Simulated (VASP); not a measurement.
# PtSe (F-43m) in VASP: further runs

One crystal, PtSe, is run at these levels: r2SCAN+U, PBE, LDA; tasks: single point, atomic charges, electron localisation function.

All numbers are computed with VASP 6.6.1; they aren't measurements. Logs are shortened: lines on timing, memory, paths and dates and some standing lists are left out, and cuts for length are marked.

**1. The structure**

Symmetry: F-43m, No. 216, cubic system. Conventional cell: a = 6.075 Å, b = 6.075 Å, c = 6.075 Å, α = 90.00°, β = 90.00°, γ = 90.00°. Pt (site symmetry -43m) is surrounded by 4 Se at 2.63 Å. Se (site symmetry -43m) has 4 Pt at 2.63 Å as nearest neighbours.

The cell comes from a database or a generator and needn't be the stable form of this composition.

**2. Single point, r2SCAN+U**

The input, INCAR:

```
SYSTEM = PtSe
PREC = Accurate
ENCUT = 520
EDIFF = 1E-6
ISMEAR = 0
SIGMA = 0.05
LREAL = .False.
LASPH = .True.
NELM = 80
ALGO = Normal
ISIF = 2
LWAVE = .False.
LCHARG = .True.
LMAXMIX = 4
LDAU = .True.
LDAUTYPE = 2
LDAUL = 2 -1
LDAUU = 4 0
LDAUJ = 0 0
LDAUPRINT = 1
METAGGA = R2SCAN
LMIXTAU = .True.
LELF = .True.
LVHAR = .True.
```

The input, KPOINTS:

```
regular mesh
0
Gamma
  5 5 5
  0 0 0
```

The input, POSCAR:

```
PtSe
1.0
    0.0000000000      3.0374472300      3.0374472300
    3.0374472300      0.0000000000      3.0374472300
    3.0374472300      3.0374472300      0.0000000000
Pt Se
1 1
Direct
    0.0000000000      0.0000000000      0.0000000000
    0.2500000000      0.2500000000      0.2500000000
```

Potentials or basis: VASP PAW PBE potentials, release 64 (Pt, Se).

Started as:

```bash
$ cat potpaw_PBE.64/Pt/POTCAR potpaw_PBE.64/Se/POTCAR > POTCAR
$ mpirun -np 1 vasp_std > vasp.out
```

OUTCAR:

```text
SYSTEM = PtSe
   PREC = Accurate
   ENCUT = 520
   EDIFF = 1E-6
   ISMEAR = 0
   LREAL = .False.
   LASPH = .True.
   NELM = 80
   ISIF = 2
   METAGGA = R2SCAN

 ion  position               nearest neighbor table
   1  0.000  0.000  0.000-   2 2.63   2 2.63   2 2.63   2 2.63
   2  0.250  0.250  0.250-   1 2.63   1 2.63   1 2.63   1 2.63

  LATTYP: Found a face centered cubic cell.
 ALAT       =     6.0748944600

  Lattice vectors:

 A1 = (   0.0000000000,   3.0374472300,   3.0374472300)
 A2 = (   3.0374472300,   0.0000000000,   3.0374472300)
 A3 = (   3.0374472300,   3.0374472300,   0.0000000000)

Analysis of symmetry for initial positions (statically):
=====================================================================
 Subroutine PRICEL returns:
 Original cell was already a primitive cell.

 Routine SETGRP: Setting up the symmetry group for a
 face centered cubic supercell.

 Subroutine GETGRP returns: Found 24 space group operations
 (whereof 24 operations were pure point group operations)
 out of a pool of 48 trial point group operations.

The static configuration has the point symmetry T_d .

Analysis of symmetry for dynamics (positions and initial velocities):
=====================================================================
 Subroutine PRICEL returns:
 Original cell was already a primitive cell.

 Routine SETGRP: Setting up the symmetry group for a
 face centered cubic supercell.

 Subroutine GETGRP returns: Found 24 space group operations
 (whereof 24 operations were pure point group operations)
 out of a pool of 48 trial point group operations.

The dynamic configuration has the point symmetry T_d .

 Subroutine INISYM returns: Found 24 space group operations
 (whereof 24 operations are pure point group operations),
 and found     1 'primitive' translations

----------------------------------------------------------------------------------------

                                     Primitive cell

  volume of cell :      56.0475

  direct lattice vectors                    reciprocal lattice vectors
     0.000000000  3.037447230  3.037447230    -0.164611913  0.164611913  0.164611913
     3.037447230  0.000000000  3.037447230     0.164611913 -0.164611913  0.164611913
     3.037447230  3.037447230  0.000000000     0.164611913  0.164611913 -0.164611913

  length of vectors
     4.295599068  4.295599068  4.295599068     0.285116197  0.285116197  0.285116197

  position of ions in fractional coordinates (direct lattice)
     0.000000000  0.000000000  0.000000000
     0.250000000  0.250000000  0.250000000

  ion indices of the primitive-cell ions
   primitive index   ion index
                 1           1
                 2           2

----------------------------------------------------------------------------------------

 KPOINTS: regular mesh

Automatic generation of k-mesh.
 Grid dimensions read from file:
 generate k-points for:    5    5    5

 Generating k-lattice:

  Cartesian coordinates                     Fractional coordinates (reciprocal lattice)
    -0.032922383  0.032922383  0.032922383     0.200000000  0.000000000  0.000000000
     0.032922383 -0.032922383  0.032922383     0.000000000  0.200000000  0.000000000
     0.032922383  0.032922383 -0.032922383     0.000000000  0.000000000  0.200000000

  Length of vectors
     0.057023239  0.057023239  0.057023239

  Shift w.r.t. Gamma in fractional coordinates (k-lattice)
     0.000000000  0.000000000  0.000000000

 Subroutine IBZKPT returns following result:
 ===========================================

 Found     10 irreducible k-points:

 Following reciprocal coordinates:
            Coordinates               Weight
  0.000000  0.000000  0.000000      1.000000
  0.200000  0.000000  0.000000      8.000000
  0.400000  0.000000  0.000000      8.000000
  0.200000  0.200000  0.000000      6.000000
  0.400000  0.200000  0.000000     24.000000
 -0.400000  0.200000  0.000000     24.000000
 -0.200000  0.200000  0.000000     12.000000
  0.400000  0.400000  0.000000      6.000000
 -0.400000  0.400000  0.000000     12.000000
 -0.400000  0.400000  0.200000     24.000000
   k-points           NKPTS =     10   k-points in BZ     NKDIM =     10   number of bands    NBANDS=     12
   number of dos      NEDOS =    301   number of ions     NIONS =      2
   total plane-waves  NPLWV =  32768
   dimension x,y,z NGX =    32 NGY =   32 NGZ =   32
   dimension x,y,z NGXF=    64 NGYF=   64 NGZF=   64
   ions per type =               1   1
   NGX,Y,Z   is equivalent  to a cutoff of  12.38, 12.38, 12.38 a.u.
   NGXF,Y,Z  is equivalent  to a cutoff of  24.77, 24.77, 24.77 a.u.
 SYSTEM =  PtSe
   PREC   = accura    normal or accurate (medium, high low for compatibility)
   ISTART =      0    job   : 0-new  1-cont  2-samecut
   ICHARG =      2    charge: 1-file 2-atom 10-const
   ISPIN  =      1    spin polarized calculation?
   LNONCOLLINEAR =      F non collinear calculations
   LSORBIT =      F    spin-orbit coupling
   LASPH  =      T    aspherical Exc in radial PAW
   ENCUT  =  520.0 eV  38.22 Ry    6.18 a.u.   7.99  7.99  7.99*2*pi/ulx,y,z
   NELM   =     80;   NELMIN=  2; NELMDL= -5     # of ELM steps
   EDIFF  = 0.1E-05   stopping-criterion for ELM
   LREAL  =      F    real-space projection
   EDIFFG = 0.1E-04   stopping-criterion for IOM
   NSW    =      0    number of steps for IOM
   IBRION =     -1    ionic relax: 0-MD 1-quasi-New 2-CG
   NFREE  =      0    steps in history (QN), initial steepest desc. (CG)
   ISIF   =      2    stress and relaxation
   ISYM   =      2    0-nonsym 1-usesym 2-fastsym
   POTIM  = 0.5000    time-step for ionic-motion
   TEBEG  =    0.0;   TEEND  =   0.0 temperature during run
   PSTRESS=    0.0 pullay stress
   NELECT =      16.0000    total number of electrons
   NUPDOWN=      -1.0000    fix difference up-down
   EMIN   =  10.00;   EMAX   =-10.00  energy-range for DOS
   EFERMI =   0.00;   METHOD = LEGACY
   ISMEAR =     0;   SIGMA  =   0.05  broadening in eV -4-tet -1-fermi 0-gaus
   EFERMI_NEDOS =   21; number of points for ismear=-14 and -15
   IALGO  =     38    algorithm
   IMIX   =      4    mixing-type and parameters
     AMIX     =   0.40;   BMIX     =  1.00
     AMIX_MAG =   1.60;   BMIX_MAG =  1.00
  volume/ion in A,a.u.               =      28.02       189.11
  Fermi-wavevector in a.u.,A,eV,Ry     =   1.077944  2.037018 15.809462  1.161963
  Thomas-Fermi vector in A             =   2.213869
   LORBIT       =      0    0 simple, 1 ext, 2 COOP (PROOUT), +10 PAW based schemes
 LDA+U is selected, type is set to LDAUTYPE =  2
   angular momentum for each species LDAUL =     2   -1
   U (eV)           for each species LDAUU =   4.0  0.0
   J (eV)           for each species LDAUJ =   0.0  0.0
   METAGGA = R2SCAN    functional components
   LHFCALC =     F    Hartree Fock is set to
   AEXX    =    0.0000 exact exchange contribution
   IVDW    =     0    specifies the selected vdW correction
   LEPSILON=     F    determine dielectric tensor
   LRPA    =     F    only Hartree local field effects (RPA)
 non-spin polarized calculation
 Gauss-broadening in eV      SIGMA  =   0.05
  energy-cutoff  :      520.00
  volume of cell :       56.05
 maximum number of plane-waves:      1524
   NGX = 15   NGY = 15   NGZ = 15

 number of electron      16.0000002 magnetization

 Free energy of the ion-electron system (eV)
  ---------------------------------------------------
  ext. energy  EPLUGINS =         0.00000000
  ---------------------------------------------------
  free energy    TOTEN  =       -67.05109217 eV

  energy without entropy =      -67.04625682  energy(sigma->0) =      -67.04867449

atom =   1  type =  1  l = 2

 onsite density matrix

spin component  1

  0.8068  0.0000 -0.0000 -0.0000 -0.0000
  0.0000  0.8068 -0.0000 -0.0000  0.0000
 -0.0000 -0.0000  0.9023 -0.0000  0.0000
 -0.0000 -0.0000 -0.0000  0.8068 -0.0000
 -0.0000  0.0000  0.0000 -0.0000  0.9023

spin component  2

  0.8068  0.0000 -0.0000 -0.0000 -0.0000
  0.0000  0.8068 -0.0000 -0.0000  0.0000
 -0.0000 -0.0000  0.9023 -0.0000  0.0000
 -0.0000 -0.0000 -0.0000  0.8068 -0.0000
 -0.0000  0.0000  0.0000 -0.0000  0.9023

 occupancies and eigenvectors

  o =  0.8068  v =  0.0000  0.7225  0.0000  0.6913 -0.0000  0.0000  0.0000  0.0000  0.0000  0.0000      0.0000  0.0000  0.0000  0.0000  0.0000  0.0000  0.0000  0.0000  0.0000  0.0000
  o =  0.8068  v =  0.0000  0.0000  0.0000  0.0000  0.0000  0.0000  0.7225  0.0000  0.6913 -0.0000      0.0000  0.0000  0.0000  0.0000  0.0000  0.0000  0.0000  0.0000  0.0000  0.0000
  o =  0.8068  v =  0.0000  0.0000  0.0000  0.0000  0.0000  0.0000 -0.6913 -0.0000  0.7225 -0.0000      0.0000  0.0000  0.0000  0.0000  0.0000  0.0000  0.0000  0.0000  0.0000  0.0000
  o =  0.8068  v =  0.0000 -0.6913 -0.0000  0.7225 -0.0000  0.0000  0.0000  0.0000  0.0000  0.0000      0.0000  0.0000  0.0000  0.0000  0.0000  0.0000  0.0000  0.0000  0.0000  0.0000
  o =  0.8068  v =  0.0000  0.0000  0.0000  0.0000  0.0000  1.0000  0.0000  0.0000  0.0000  0.0000      0.0000  0.0000  0.0000  0.0000  0.0000  0.0000  0.0000  0.0000  0.0000  0.0000
  o =  0.8068  v =  1.0000  0.0000  0.0000  0.0000  0.0000  0.0000  0.0000  0.0000  0.0000  0.0000      0.0000  0.0000  0.0000  0.0000  0.0000  0.0000  0.0000  0.0000  0.0000  0.0000
  o =  0.9023  v =  0.0000 -0.0000 -0.0169  0.0000  0.9999  0.0000  0.0000  0.0000  0.0000  0.0000      0.0000  0.0000  0.0000  0.0000  0.0000  0.0000  0.0000  0.0000  0.0000  0.0000
  o =  0.9023  v =  0.0000  0.0000  0.0000  0.0000  0.0000  0.0000 -0.0000 -0.0169  0.0000  0.9999      0.0000  0.0000  0.0000  0.0000  0.0000  0.0000  0.0000  0.0000  0.0000  0.0000
  o =  0.9023  v =  0.0000  0.0000  0.0000  0.0000  0.0000  0.0000  0.0000 -0.9999 -0.0000 -0.0169      0.0000  0.0000  0.0000  0.0000  0.0000  0.0000  0.0000  0.0000  0.0000  0.0000
  o =  0.9023  v =  0.0000  0.0000 -0.9999 -0.0000 -0.0169  0.0000  0.0000  0.0000  0.0000  0.0000      0.0000  0.0000  0.0000  0.0000  0.0000  0.0000  0.0000  0.0000  0.0000  0.0000

 number of electron      16.0000002 magnetization

 Free energy of the ion-electron system (eV)
  ---------------------------------------------------
  ext. energy  EPLUGINS =         0.00000000
  ---------------------------------------------------
  free energy    TOTEN  =       -62.32396142 eV

  energy without entropy =      -62.31735282  energy(sigma->0) =      -62.32065712

 E-fermi :   2.4738     XC(G=0):  -9.6722

 val. band max:        2.4550495654   @ k =   0.2000   0.2000   0.0000
 cond. band min:       2.4919831588   @ k =   0.4000   0.2000   0.0000
 fundamental gap:      0.0369335934
 Fermi energy:         2.4737901132

 k-point     1 :       0.0000    0.0000    0.0000
  band No.  band energies     occupation
      1     -11.5176      2.00000
      2      -2.2200      2.00000
      3      -2.2200      2.00000
      4      -2.2200      2.00000
      5      -0.4380      2.00000
      6      -0.4380      2.00000
      7       3.4789      0.00000
      8       4.1610      0.00000
      9       4.1610      0.00000
     10       4.1610      0.00000
     11       9.8352      0.00000
     12       9.8352      0.00000

 k-point     2 :       0.2000    0.0000    0.0000
  band No.  band energies     occupation
      1     -11.3838      2.00000
      2      -2.3383      2.00000
      3      -2.1174      2.00000
      4      -2.1174      2.00000
      5      -0.4313      2.00000
      6      -0.4313      2.00000
      7       2.2813      2.00000
      8       3.7691      0.00000
      9       3.7691      0.00000
     10       4.9940      0.00000
     11       9.1330      0.00000
     12      10.2874      0.00000
[... 91 lines left out ...]
 k-point     9 :      -0.4000    0.4000    0.0000
  band No.  band energies     occupation
      1     -10.9899      2.00000
      2      -2.6245      2.00000
      3      -1.4785      2.00000
      4      -1.4537      2.00000
      5      -0.2456      2.00000
      6      -0.2414      2.00000
      7       0.4048      2.00000
      8       1.2818      2.00000
      9       1.8445      2.00000
     10       7.4063      0.00000
     11       8.1949      0.00000
     12      11.5881      0.00000

 k-point    10 :      -0.4000    0.4000    0.2000
  band No.  band energies     occupation
      1     -11.0193      2.00000
      2      -2.3660      2.00000
      3      -1.9422      2.00000
      4      -1.4501      2.00000
      5      -0.3017      2.00000
      6      -0.2653      2.00000
      7       0.6925      2.00000
      8       1.1773      2.00000
      9       2.1821      2.00000
     10       7.6533      0.00000
     11       8.8653      0.00000
     12       9.9595      0.00000

------------------------ aborting loop because EDIFF is reached ----------------------------------------

  FORCE on cell =-STRESS in cart. coord.  units (eV):
  Direction    XX          YY          ZZ          XY          YZ          ZX
  --------------------------------------------------------------------------------------
  -------------------------------------------------------------------------------------
  Total       -4.9484192     -4.9484192     -4.9484192     -0.0000000     -0.0000000     -0.0000000
  in kB     -141.4558284   -141.4558284   -141.4558284     -0.0000000     -0.0000000     -0.0000000
  external PRESSURE =    -141.4558284 kB  Pullay stress =       0.0000000 kB

 VOLUME and BASIS-vectors are now :
 -----------------------------------------------------------------------------
  energy-cutoff  :      520.00
  volume of cell :       56.05
      direct lattice vectors                 reciprocal lattice vectors
     0.000000000  3.037447230  3.037447230    -0.164611913  0.164611913  0.164611913
     3.037447230  0.000000000  3.037447230     0.164611913 -0.164611913  0.164611913
     3.037447230  3.037447230  0.000000000     0.164611913  0.164611913 -0.164611913

 POSITION                                       TOTAL-FORCE (eV/Angst)
 -----------------------------------------------------------------------------------
      0.00000      0.00000      0.00000         0.000000      0.000000      0.000000
      1.51872      1.51872      1.51872        -0.000000     -0.000000     -0.000000
 -----------------------------------------------------------------------------------
    total drift:                               -0.000000     -0.000000     -0.000000

  FREE ENERGIE OF THE ION-ELECTRON SYSTEM (eV)
  ---------------------------------------------------
  free  energy   TOTEN  =       -62.3239614210 eV

  energy  without entropy=      -62.3173528239  energy(sigma->0) =      -62.32065712
```

Run time: 23 s. Hardware: 1 thread of Intel Xeon 6975P-C (Granite Rapids), shared host; peak memory 0.18 GiB.

Results:

```yaml
Free_energy: -62.3240 eV
Pressure: -14.1 GPa
Band_gap_on_the_k_mesh: none (metal or under the smearing width)
```

Eigenvalues of the final occupation matrices:
| site | spin | trace | eigenvalues |
| --- | --- | --- | --- |
| site 1 d | 1 | 4.22 | 0.81 0.81 0.81 0.90 0.90 |
| site 1 d | 2 | 4.22 | 0.81 0.81 0.81 0.90 0.90 |

Caveat: the PAW data sets were made with another functional, which shifts forces and pressure a little; U without spin polarisation on a metal has little footing. The run has no spin-orbit coupling, so splittings on Pt are missing.

(Continued in part 2 of 2.)
